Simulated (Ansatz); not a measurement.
# A failed many-body run on Sb2S3 (Stibnite)

What is wrong with this input for Sb2S3 (Stibnite)?

Program: Ansatz 0.2.0. Level of theory: G0W0 on PBE, plane waves, PAW. Results are calculated unless marked as measured.

## Step 1: Starting point

The structure is orthorhombic, space group Pnma (No. 62). Conventional cell: a = 11.311 Å, b = 3.839 Å, c = 11.223 Å, α = 90.00°, β = 90.00°, γ = 90.00°. Nearest to Sb lie 6 S at 2.52 to 3.16 Å. Nearest to Sb lie 5 S at 2.46 to 2.85 Å. Nearest to S lie 3 Sb at 2.52 to 2.68 Å. S has 5 Sb at 2.46 to 3.11 Å nearest. Nearest to S lie 3 Sb at 2.54 to 3.16 Å. Farther neighbours and most contacts between anions are not listed.

The cell and positions come from the Crystallography Open Database and are kept as given unless a step says otherwise. Spin-orbit coupling is left out unless a step names it. The default PAW set here is soft_2. Its files were made with PBE.

## Step 2: First try

input.yaml

```yaml
crystal:
  lattice:
    - [11.311, 0.0, 0.0]
    - [0.0, 3.8389, 0.0]
    - [0.0, 0.0, 11.223]
  atoms:
    - { symbol: Sb, position: [0.47061, 0.25, 0.32595] }
    - { symbol: Sb, position: [0.02939, 0.75, 0.82595] }
    - { symbol: Sb, position: [0.97061, 0.25, 0.17405] }
    - { symbol: Sb, position: [0.52939, 0.75, 0.67405] }
    - { symbol: Sb, position: [0.35059, 0.75, 0.03602] }
    - { symbol: Sb, position: [0.14941, 0.25, 0.53602] }
    - { symbol: Sb, position: [0.85059, 0.75, 0.46398] }
    - { symbol: Sb, position: [0.64941, 0.25, 0.96398] }
    - { symbol: S, position: [0.29214, 0.25, 0.19181] }
    - { symbol: S, position: [0.20786, 0.75, 0.69181] }
    - { symbol: S, position: [0.79214, 0.25, 0.30819] }
    - { symbol: S, position: [0.70786, 0.75, 0.80819] }
    - { symbol: S, position: [0.5498, 0.75, 0.123] }
    - { symbol: S, position: [0.9502, 0.25, 0.623] }
    - { symbol: S, position: [0.0498, 0.75, 0.377] }
    - { symbol: S, position: [0.4502, 0.25, 0.877] }
    - { symbol: S, position: [0.3751, 0.75, 0.4389] }
    - { symbol: S, position: [0.1249, 0.25, 0.9389] }
    - { symbol: S, position: [0.8751, 0.75, 0.0611] }
    - { symbol: S, position: [0.6249, 0.25, 0.5611] }
kpoints:
  mp_grid: { grid: [2, 4, 2] }
hamiltonian:
  xc: pbe
scf:
  occupations: { method: fixed }
gw:
  n_empty_bands: 514
  ecut_chi: 60
  qp_bands: [v2, c2]
  qp_kpoints: band_edges
  screening: { model: contour_deformation }
  q_mesh: [3, 5, 3]
```

Launch:

```bash
> ansatz run input.yaml --threads 32 --pin off --max-ram 129024MiB --backend cuda --events-out ev --progress --plain --runs-dir out --devices 1 --max-vram 157GiB  # rebuilt from the run's record
```

Numbers of over 12 decimals in the logs are rounded to 6 here.

The log of the run:

```text
Error: 3 input errors — fix all and re-run
  1. invalid value for `gw.q_mesh`: axis 0: q-mesh dimension 3 must divide 2, the k-mesh dimension that kpoints.mp_grid.grid gives — every k−q must land on a point of the k-mesh
  2. invalid value for `gw.q_mesh`: axis 1: q-mesh dimension 5 must divide 4, the k-mesh dimension that kpoints.mp_grid.grid gives — every k−q must land on a point of the k-mesh
  3. invalid value for `gw.q_mesh`: axis 2: q-mesh dimension 3 must divide 2, the k-mesh dimension that kpoints.mp_grid.grid gives — every k−q must land on a point of the k-mesh
```

Run time: 0.03 s. Hardware: 32 threads of Arm Neoverse V2, shared host; peak memory 0.018 GiB.

**Diagnosis.**

The program refused the input before any cycle.

The program's message: “Error: 3 input errors — fix all and re-run”

The fault: q mesh that doesn't divide the k mesh. Each q must join two points of the k mesh.

## Step 3: A better input

Now the one-shot GW correction: screening in the RPA, then the self-energy of the levels asked for.

Changes to input.yaml since step 2:

```diff
@@ -33,4 +33,4 @@
 gw:
-  n_empty_bands: 514
-  ecut_chi: 60
+  n_empty_bands: 676
+  ecut_chi: 72
   qp_bands: [v2, c2]
@@ -38,2 +38 @@
   screening: { model: contour_deformation }
-  q_mesh: [3, 5, 3]
```

The log of the run:

```text
GPUs: using 1 of 1 available (devices: 1).
[...]
device memory: the entry about to start is reckoned to put 14.4 GiB on a device that reports 182.5 GiB free (of which the cap on the GPU budget leaves the run 157.0 GiB)
GPU FFT provider: cuFFT
GPU libraries: cuBLAS 13.8.1, cuFFT 12.4.0, cuSOLVER 12.3.2
GPU matrix products: emulated (plane waves: as basis.precision tells), large ones in fixed point in workspaces of 1.00 GiB
Crystal: 20 atoms, lattice volume = 487.323 Å³
Basis set: ecut = 420 eV, 9525 PW (Γ)
Bands: 116, of which v1, the nominal top of the filled ones, is band 96 counted from 1 (95 counted from 0)
Symmetry: 8 space group operations
[...]
k-points: 12 of 16
[...]
GPU buffer pool allocated for 172800 grid points (all kernels)
GPU transforms: local potential and band sums: pruned to the plane-wave sphere, on 75×25×75
[...]
0    95      7.0325   -16.3594     1.2956   -14.9782  0.7460     6.9468     6.9470  root
     0    96      7.2309   -16.7316     1.0399   -15.6880  0.7501     7.2272     7.2272  root
     0    97      8.6399    -9.1339    -3.2121   -12.5720  0.7756     8.8666     8.8659  root
     0    98      8.7838    -9.9640    -3.4629   -13.7968  0.7703     9.1558     9.1536  root
     1    95      7.1393   -17.1462     1.5206   -15.5489  0.7432     7.0626     7.0627  root
     1    96      7.1393   -17.1462     1.5206   -15.5489  0.7432     7.0626     7.0627  root
     1    97      8.5410    -9.5556    -3.2793   -13.1294  0.7714     8.8367     8.8355  root
     1    98      8.5410    -9.5556    -3.2793   -13.1294  0.7714     8.8367     8.8355  root
[...]
11    95      6.4278   -16.9929     1.9843   -14.8463  0.7343     6.2649     6.2654  root
    11    96      6.4278   -16.9929     1.9843   -14.8463  0.7343     6.2649     6.2654  root
    11    97      9.3136    -9.2608    -3.4536   -13.0219  0.7676     9.6225     9.6210  root
    11    98      9.3136    -9.2608    -3.4536   -13.0219  0.7676     9.6225     9.6210  root
[key lines of the parts left out:]
SCF converged after 7 iterations
Free energy (F): -62705.720585 eV
Fermi energy:    7.230893 eV
```

Elapsed: 27 s, on 1 × NVIDIA GB200 with 32 threads; peak memory 4.1 GiB; 79 s of CPU time.

This step gave:

```
bands summed                                 : 772
RPA ε∞ on this mesh (eigenvalues)            : 8.727, 13.10, 13.40
plane waves in the screening matrix          : 693
q-points in the mesh                         : 16
G0W0 gap on the mesh                         : 1.608 eV
k of the valence top                         : 0, 0, 0
k of the conduction bottom                   : 0, 0, -0.5
starting gap on the mesh                     : 1.310 eV
Z at the valence top                         : 0.7501
Z at the conduction bottom                   : 0.7714
least direct G0W0 gap on the computed points : 1.639 eV
```

The gap on the mesh goes from 1.31 eV to 1.61 eV, a correction of +0.30 eV. Between the two edge states, bare exchange in place of the xc potential would open the gap by 4.62 eV, and correlation takes back 4.32 eV.

## Step 4: Outcome

| Item | Value |
| --- | --- |
| first try | refused after 0.03 s |
| better run | G0W0 gap on the mesh 1.61 eV (2×4×2 mesh, 676 empty bands, screening to 72 eV) |

What this shows: The second run differs in: empty bands, screening cutoff (eV) and q mesh. Bands and cutoff are finite, so the gap is not at the basis limit. The miss can reach some tenths of an eV and take either sign; the mesh is an error of its own. The 2×4×2 mesh is coarse for this cell (its supercell is 15 Å along the shortest edge). The RPA ε∞ on it, from the PBE start, is 8.73, 13.10 and 13.40; such meshes misread the long-range screening, most where the gap is narrow. The many-body steps are scalar-relativistic: spin-orbit coupling is not in them.

[Paths, hosts, dates, memory and timing lines, banners, echoed tables and standing remarks are left out of the program output.]

[Logs are printed without paths, hosts, clocks, repeated set-up lines and the standing remarks that a program may print on its own settings, such as how far it seeks lower states.]

[Runs of the session that timed out or met a known fault of the program may be left out.]

[Cells called generated may have been cut or substituted from an entry of the Crystallography Open Database or the Materials Project.]

[Hosts, paths, dates, database ids (printed as entryN), source tags and the programs' standing remarks are cut or masked in the printed files.]
